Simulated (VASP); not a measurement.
# NaH (Fm-3m) in VASP: further runs

Runs on NaH. Level: PBE. Tasks: single point, relaxation of cell and atoms.

Everything below comes from runs of VASP 6.6.1. Logs are shortened: lines on timing, memory, paths and dates and some standing lists are left out, and cuts for length are marked.

## Step 1: The undisturbed crystal

The structure is cubic, space group Fm-3m (No. 225). The conventional cell has a = 4.832 Å, b = 4.832 Å, c = 4.832 Å, α = 90.00°, β = 90.00°, γ = 90.00°. Around Na (site symmetry m-3m) lie 6 H at 2.42 Å. H (site symmetry m-3m) is surrounded by 6 Na at 2.42 Å.

## Step 2: Single point, PBE (cell and atoms relaxed tightly for response)

Contents of INCAR:

```
PREC = Accurate
ENCUT = 520
EDIFF = 1E-6
ISMEAR = 0
SIGMA = 0.01
LREAL = False
LASPH = True
NELM = 80
ALGO = Normal
ISIF = 2
LWAVE = False
LCHARG = False
GGA = PE
NBANDS = 11
```

Contents of KPOINTS:

```
Automatic mesh
0
Gamma
  8 8 8
```

Contents of POSCAR:

```
NaH
1.0
    0.0000000000      2.4160403217      2.4160403217
    2.4160403217      0.0000000000      2.4160403217
    2.4160403217      2.4160403217      0.0000000000
Na H
1 1
Direct
    0.0000000000      0.0000000000      0.0000000000
    0.5000000000      0.5000000000      0.5000000000
```

Potentials or basis: VASP PAW PBE potentials, release 64 (Na_pv, H).

On the command line:

```console
$ cat potpaw_PBE.64/Na_pv/POTCAR potpaw_PBE.64/H/POTCAR > POTCAR
$ mpirun -np 1 vasp_std > vasp.out
```

OUTCAR:

```text
PREC = Accurate
   ENCUT = 520
   EDIFF = 1E-6
   ISMEAR = 0
   LREAL = False
   LASPH = True
   NELM = 80
   ISIF = 2
   GGA = PE

 ion  position               nearest neighbor table
   1  0.000  0.000  0.000-
   2  0.500  0.500  0.500-

  LATTYP: Found a face centered cubic cell.
 ALAT       =     4.8320806434

  Lattice vectors:

 A1 = (   0.0000000000,   2.4160403217,   2.4160403217)
 A2 = (   2.4160403217,   0.0000000000,   2.4160403217)
 A3 = (   2.4160403217,   2.4160403217,   0.0000000000)

Analysis of symmetry for initial positions (statically):
=====================================================================
 Subroutine PRICEL returns:
 Original cell was already a primitive cell.

 Routine SETGRP: Setting up the symmetry group for a
 face centered cubic supercell.

 Subroutine GETGRP returns: Found 48 space group operations
 (whereof 48 operations were pure point group operations)
 out of a pool of 48 trial point group operations.

The static configuration has the point symmetry O_h .

Analysis of symmetry for dynamics (positions and initial velocities):
=====================================================================
 Subroutine PRICEL returns:
 Original cell was already a primitive cell.

 Routine SETGRP: Setting up the symmetry group for a
 face centered cubic supercell.

 Subroutine GETGRP returns: Found 48 space group operations
 (whereof 48 operations were pure point group operations)
 out of a pool of 48 trial point group operations.

The dynamic configuration has the point symmetry O_h .

 Subroutine INISYM returns: Found 48 space group operations
 (whereof 48 operations are pure point group operations),
 and found     1 'primitive' translations

----------------------------------------------------------------------------------------

                                     Primitive cell

  volume of cell :      28.2061

  direct lattice vectors                    reciprocal lattice vectors
     0.000000000  2.416040322  2.416040322    -0.206950189  0.206950189  0.206950189
     2.416040322  0.000000000  2.416040322     0.206950189 -0.206950189  0.206950189
     2.416040322  2.416040322  0.000000000     0.206950189  0.206950189 -0.206950189

  length of vectors
     3.416796990  3.416796990  3.416796990     0.358448241  0.358448241  0.358448241

  position of ions in fractional coordinates (direct lattice)
     0.000000000  0.000000000  0.000000000
     0.500000000  0.500000000  0.500000000

  ion indices of the primitive-cell ions
   primitive index   ion index
                 1           1
                 2           2

----------------------------------------------------------------------------------------

 KPOINTS: Automatic mesh

Automatic generation of k-mesh.
 Grid dimensions read from file:
 generate k-points for:    8    8    8

 Generating k-lattice:

  Cartesian coordinates                     Fractional coordinates (reciprocal lattice)
    -0.025868774  0.025868774  0.025868774     0.125000000  0.000000000  0.000000000
     0.025868774 -0.025868774  0.025868774     0.000000000  0.125000000  0.000000000
     0.025868774  0.025868774 -0.025868774     0.000000000  0.000000000  0.125000000

  Length of vectors
     0.044806030  0.044806030  0.044806030

  Shift w.r.t. Gamma in fractional coordinates (k-lattice)
     0.000000000  0.000000000  0.000000000

 Subroutine IBZKPT returns following result:
 ===========================================

 Found     29 irreducible k-points:

 Following reciprocal coordinates:
            Coordinates               Weight
  0.000000  0.000000  0.000000      1.000000
  0.125000  0.000000  0.000000      8.000000
  0.250000  0.000000  0.000000      8.000000
  0.375000  0.000000  0.000000      8.000000
  0.500000  0.000000  0.000000      4.000000
  0.125000  0.125000  0.000000      6.000000
[... 16 lines left out ...]
  0.500000  0.250000  0.125000     48.000000
 -0.375000  0.250000  0.125000     24.000000
 [... further k-points ...]
   k-points           NKPTS =     29   k-points in BZ     NKDIM =     29   number of bands    NBANDS=     11
   number of dos      NEDOS =    301   number of ions     NIONS =      2
   total plane-waves  NPLWV =  21952
   dimension x,y,z NGX =    28 NGY =   28 NGZ =   28
   dimension x,y,z NGXF=    56 NGYF=   56 NGZF=   56
   ions per type =               1   1
   NGX,Y,Z   is equivalent  to a cutoff of  13.62, 13.62, 13.62 a.u.
   NGXF,Y,Z  is equivalent  to a cutoff of  27.25, 27.25, 27.25 a.u.
 SYSTEM =  unknown system
   PREC   = accura    normal or accurate (medium, high low for compatibility)
   ISTART =      0    job   : 0-new  1-cont  2-samecut
   ICHARG =      2    charge: 1-file 2-atom 10-const
   ISPIN  =      1    spin polarized calculation?
   LNONCOLLINEAR =      F non collinear calculations
   LSORBIT =      F    spin-orbit coupling
   LASPH  =      T    aspherical Exc in radial PAW
   ENCUT  =  520.0 eV  38.22 Ry    6.18 a.u.   6.35  6.35  6.35*2*pi/ulx,y,z
   NELM   =     80;   NELMIN=  2; NELMDL= -5     # of ELM steps
   EDIFF  = 0.1E-05   stopping-criterion for ELM
   LREAL  =      F    real-space projection
   EDIFFG = 0.1E-04   stopping-criterion for IOM
   NSW    =      0    number of steps for IOM
   IBRION =     -1    ionic relax: 0-MD 1-quasi-New 2-CG
   NFREE  =      0    steps in history (QN), initial steepest desc. (CG)
   ISIF   =      2    stress and relaxation
   ISYM   =      2    0-nonsym 1-usesym 2-fastsym
   POTIM  = 0.5000    time-step for ionic-motion
   TEBEG  =    0.0;   TEEND  =   0.0 temperature during run
   PSTRESS=    0.0 pullay stress
   NELECT =       8.0000    total number of electrons
   NUPDOWN=      -1.0000    fix difference up-down
   EMIN   =  10.00;   EMAX   =-10.00  energy-range for DOS
   EFERMI =   0.00;   METHOD = LEGACY
   ISMEAR =     0;   SIGMA  =   0.01  broadening in eV -4-tet -1-fermi 0-gaus
   EFERMI_NEDOS =   21; number of points for ismear=-14 and -15
   IALGO  =     38    algorithm
   IMIX   =      4    mixing-type and parameters
     AMIX     =   0.40;   BMIX     =  1.00
     AMIX_MAG =   1.60;   BMIX_MAG =  1.00
  volume/ion in A,a.u.               =      14.10        95.17
  Fermi-wavevector in a.u.,A,eV,Ry     =   1.075616  2.032620 15.741262  1.156950
  Thomas-Fermi vector in A             =   2.211478
   LORBIT       =      0    0 simple, 1 ext, 2 COOP (PROOUT), +10 PAW based schemes
   GGA     = PE    functional components
   LHFCALC =     F    Hartree Fock is set to
   AEXX    =    0.0000 exact exchange contribution
   IVDW    =     0    specifies the selected vdW correction
   LEPSILON=     F    determine dielectric tensor
   LRPA    =     F    only Hartree local field effects (RPA)
 non-spin polarized calculation
 Gauss-broadening in eV      SIGMA  =   0.01
  energy-cutoff  :      520.00
  volume of cell :       28.21
 maximum number of plane-waves:       775
 NGX is ok and might be reduce to    28
   NGX = 13   NGY = 13   NGZ = 13

 number of electron       7.9999999 magnetization

 Free energy of the ion-electron system (eV)
  ---------------------------------------------------
  ext. energy  EPLUGINS =         0.00000000
  ---------------------------------------------------
  free energy    TOTEN  =        -5.08761264 eV

  energy without entropy =       -5.08761264  energy(sigma->0) =       -5.08761264

 E-fermi :  -0.9587     XC(G=0):  -7.7708

 val. band max:       -1.1127827875   @ k =  -0.2500   0.5000   0.2500
 cond. band min:       2.6479635199   @ k =   0.5000   0.0000   0.0000
 fundamental gap:      3.7607463074
 Fermi energy:        -0.9587162981

 k-point     1 :       0.0000    0.0000    0.0000
  band No.  band energies     occupation
      1     -23.2147      2.00000
      2     -23.2147      2.00000
      3     -23.2147      2.00000
      4      -4.7311      2.00000
      5       9.3078      0.00000
      6      14.4914      0.00000
      7      14.4914      0.00000
      8      14.4914      0.00000
      9      15.3500      0.00000
     10      15.3500      0.00000
     11      15.3500      0.00000

 k-point     2 :       0.1250    0.0000    0.0000
  band No.  band energies     occupation
      1     -23.2286      2.00000
      2     -23.2163      2.00000
      3     -23.2163      2.00000
      4      -4.4628      2.00000
      5       8.4269      0.00000
      6      11.8797      0.00000
      7      13.6787      0.00000
      8      13.6787      0.00000
      9      16.3422      0.00000
     10      16.3422      0.00000
     11      16.4846      0.00000

 k-point     3 :       0.2500    0.0000    0.0000
  band No.  band energies     occupation
      1     -23.2619      2.00000
      2     -23.2203      2.00000
      3     -23.2203      2.00000
      4      -3.7004      2.00000
      5       6.1128      0.00000
      6      10.4141      0.00000
      7      12.8916      0.00000
      8      12.8916      0.00000
      9      16.3234      0.00000
     10      16.3234      0.00000
     11      17.6863      0.00000

 k-point     4 :       0.3750    0.0000    0.0000
  band No.  band energies     occupation
      1     -23.2947      2.00000
      2     -23.2243      2.00000
      3     -23.2243      2.00000
      4      -2.6322      2.00000
      5       3.7647      0.00000
      6       9.8338      0.00000
      7      12.4255      0.00000
      8      12.4255      0.00000
      9      15.5567      0.00000
     10      15.5567      0.00000
     11      17.9414      0.00000
[... 239 lines left out ...]
 k-point    22 :       0.3750    0.2500    0.1250
  band No.  band energies     occupation
      1     -23.2694      2.00000
      2     -23.2366      2.00000
      3     -23.2257      2.00000
      4      -3.0858      2.00000
      5       5.7524      0.00000
      6       8.1237      0.00000
      7      11.1364      0.00000
      8      13.9975      0.00000
      9      14.3132      0.00000
     10      16.8903      0.00000
     11      19.5161      0.00000

 k-point    23 :       0.5000    0.2500    0.1250
  band No.  band energies     occupation
      1     -23.2866      2.00000
      2     -23.2462      2.00000
      3     -23.2307      2.00000
      4      -2.1429      2.00000
      5       4.2779      0.00000
      6       6.9676      0.00000
      7      10.2627      0.00000
      8      13.8747      0.00000
      9      15.1771      0.00000
     10      17.1761      0.00000
     11      19.3174      0.00000

 k-point    24 :      -0.3750    0.2500    0.1250
  band No.  band energies     occupation
      1     -23.2940      2.00000
      2     -23.2492      2.00000
      3     -23.2335      2.00000
      4      -1.5956      2.00000
      5       3.4320      0.00000
      6       6.7077      0.00000
      7       9.9058      0.00000
      8      13.8107      0.00000
      9      15.0380      0.00000
     10      18.2585      0.00000
     11      20.3600      0.00000

 [... further k-points ...]

------------------------ aborting loop because EDIFF is reached ----------------------------------------

  FORCE on cell =-STRESS in cart. coord.  units (eV):
  Direction    XX          YY          ZZ          XY          YZ          ZX
  --------------------------------------------------------------------------------------
  -------------------------------------------------------------------------------------
  Total       -0.0051611     -0.0051611     -0.0051611     -0.0000000     -0.0000000     -0.0000000
  in kB       -0.2931625     -0.2931625     -0.2931625     -0.0000000     -0.0000000     -0.0000000
  external PRESSURE =      -0.2931625 kB  Pullay stress =       0.0000000 kB

 VOLUME and BASIS-vectors are now :
 -----------------------------------------------------------------------------
  energy-cutoff  :      520.00
  volume of cell :       28.21
      direct lattice vectors                 reciprocal lattice vectors
     0.000000000  2.416040322  2.416040322    -0.206950189  0.206950189  0.206950189
     2.416040322  0.000000000  2.416040322     0.206950189 -0.206950189  0.206950189
     2.416040322  2.416040322  0.000000000     0.206950189  0.206950189 -0.206950189

 POSITION                                       TOTAL-FORCE (eV/Angst)
 -----------------------------------------------------------------------------------
      0.00000      0.00000      0.00000         0.000000     -0.000000     -0.000000
      2.41604      2.41604      2.41604        -0.000000      0.000000      0.000000
 -----------------------------------------------------------------------------------
    total drift:                               -0.000000      0.000000      0.000000

  FREE ENERGIE OF THE ION-ELECTRON SYSTEM (eV)
  ---------------------------------------------------
  free  energy   TOTEN  =        -5.0876126381 eV

  energy  without entropy=       -5.0876126381  energy(sigma->0) =       -5.08761264
```

It took 18 s on 1 thread of AMD EPYC, shared host; peak memory 0.12 GiB.

What came out:

```yaml
Free_energy: -5.0876 eV
Pressure: 0.0 GPa
Band_gap_on_the_k_mesh: 3.76 eV, indirect (least direct gap 4.62 eV)
```

## Step 3: Relaxation of cell and atoms, PBE (cell and atoms relaxed tightly for response)

Contents of INCAR:

```
PREC     = Accurate       # precision mode
ENCUT    = 600            # plane-wave cutoff, eV
EDIFF    = 1E-7           # SCF threshold, eV
ISMEAR   = 0              # smearing method
SIGMA    = 0.01           # smearing width, eV
LREAL    = False          # projectors in reciprocal space
LASPH    = True           # aspherical terms in the spheres
NELM     = 80             # most SCF steps
ALGO     = Normal         # electronic algorithm
ISIF     = 3              # what is computed and relaxed
LWAVE    = False          # write WAVECAR
LCHARG   = False          # write CHGCAR
GGA      = PE             # functional
IBRION   = 2              # ionic algorithm
NSW      = 80             # ionic steps
EDIFFG   = -0.001         # ionic threshold
```

KPOINTS is that of step 2.

POSCAR is that of step 2.

Potentials or basis: VASP PAW PBE potentials, release 64 (Na_pv, H).

On the command line:

```console
$ cat potpaw_PBE.64/Na_pv/POTCAR potpaw_PBE.64/H/POTCAR > POTCAR
$ mpirun -np 1 vasp_std > vasp.out
```

OUTCAR:

```text
PREC = Accurate
   ENCUT = 600
   EDIFF = 1E-7
   ISMEAR = 0
   LREAL = False
   LASPH = True
   NELM = 80
   ISIF = 3
   GGA = PE
   IBRION = 2
   NSW = 80
   EDIFFG = -0.001

 ion  position               nearest neighbor table
   1  0.000  0.000  0.000-
   2  0.500  0.500  0.500-

  LATTYP: Found a face centered cubic cell.
 ALAT       =     4.8320806434

  Lattice vectors:

 A1 = (   0.0000000000,   2.4160403217,   2.4160403217)
[... 451 lines left out ...]

------------------------ aborting loop because EDIFF is reached ----------------------------------------

  FORCE on cell =-STRESS in cart. coord.  units (eV):
  Direction    XX          YY          ZZ          XY          YZ          ZX
  --------------------------------------------------------------------------------------
  -------------------------------------------------------------------------------------
  Total        0.0019515      0.0019515      0.0019515     -0.0000000     -0.0000000     -0.0000000
  in kB        0.1108528      0.1108528      0.1108528     -0.0000000     -0.0000000     -0.0000000
  external PRESSURE =       0.1108528 kB  Pullay stress =       0.0000000 kB

 VOLUME and BASIS-vectors are now :
 -----------------------------------------------------------------------------
  energy-cutoff  :      600.00
  volume of cell :       28.21
      direct lattice vectors                 reciprocal lattice vectors
     0.000000000  2.416040322  2.416040322    -0.206950189  0.206950189  0.206950189
     2.416040322  0.000000000  2.416040322     0.206950189 -0.206950189  0.206950189
     2.416040322  2.416040322  0.000000000     0.206950189  0.206950189 -0.206950189

 POSITION                                       TOTAL-FORCE (eV/Angst)
 -----------------------------------------------------------------------------------
      0.00000      0.00000      0.00000         0.000000     -0.000000      0.000000
      2.41604      2.41604      2.41604        -0.000000      0.000000     -0.000000
 -----------------------------------------------------------------------------------
    total drift:                               -0.000000      0.000000      0.000000

  FREE ENERGIE OF THE ION-ELECTRON SYSTEM (eV)
  ---------------------------------------------------
  free  energy   TOTEN  =        -5.0879521419 eV

  energy  without entropy=       -5.0879521419  energy(sigma->0) =       -5.08795214

 reached required accuracy - stopping structural energy minimisation
```

OSZICAR:

```text
N       E                     dE             d eps       ncg     rms          rms(c)
DAV:   1     0.185407096782E+02    0.18541E+02   -0.52256E+03   464   0.113E+03
DAV:   2    -0.500496905864E+01   -0.23546E+02   -0.23546E+02   488   0.137E+02
DAV:   3    -0.551357897884E+01   -0.50861E+00   -0.50861E+00   600   0.276E+01
DAV:   4    -0.551581631917E+01   -0.22373E-02   -0.22373E-02   648   0.177E+00
DAV:   5    -0.551582493856E+01   -0.86194E-05   -0.86194E-05   576   0.840E-02    0.319E+00
DAV:   6    -0.517572945771E+01    0.34010E+00   -0.40760E-01   496   0.384E+00    0.147E+00
DAV:   7    -0.508334219883E+01    0.92387E-01   -0.38635E-01   496   0.292E+00    0.344E-01
DAV:   8    -0.508795531230E+01   -0.46131E-02   -0.96342E-03   504   0.127E+00    0.630E-02
DAV:   9    -0.508796955238E+01   -0.14240E-04   -0.12940E-03   512   0.471E-01    0.211E-02
DAV:  10    -0.508794978046E+01    0.19772E-04   -0.61984E-05   568   0.664E-02    0.389E-03
DAV:  11    -0.508795239714E+01   -0.26167E-05   -0.66178E-06   496   0.156E-02    0.314E-03
DAV:  12    -0.508795214020E+01    0.25694E-06   -0.37017E-07   544   0.421E-03    0.344E-04
DAV:  13    -0.508795214193E+01   -0.17326E-08   -0.15058E-08   256   0.807E-04
   1 F= -.50879521E+01 E0= -.50879521E+01  d E =-.508795E+01
```

CONTCAR:

```text
NaH
   1.00000000000000
     0.0000000000000000    2.4160403217000002    2.4160403217000002
     2.4160403217000002    0.0000000000000000    2.4160403217000002
     2.4160403217000002    2.4160403217000002    0.0000000000000000
  Na              H
     1     1
Direct
     0.0000000000000000    0.0000000000000000    0.0000000000000000
     0.5000000000000000    0.5000000000000000    0.5000000000000000

  0.00000000E+00  0.00000000E+00  0.00000000E+00
  0.00000000E+00  0.00000000E+00  0.00000000E+00
```

Run time: 15 s. Hardware: 1 thread of AMD EPYC, shared host; peak memory 0.12 GiB.

What came out:

```yaml
Free_energy: -5.0880 eV
Pressure_after_relaxing: 0.0 GPa
Band_gap_on_the_k_mesh: 3.76 eV, indirect (least direct gap 4.62 eV)
```

Final structure:
```yaml
crystal:
  lattice:
    - [0.00000, 2.41604, 2.41604]
    - [2.41604, 0.00000, 2.41604]
    - [2.41604, 2.41604, 0.00000]
  atoms:
    - { symbol: Na, position: [0.00000, 0.00000, 0.00000] }
    - { symbol: H, position: [0.50000, 0.50000, 0.50000] }
```

Caveat: the relaxation stopped at its first step, so nothing moved. A k mesh can miss the band edges.
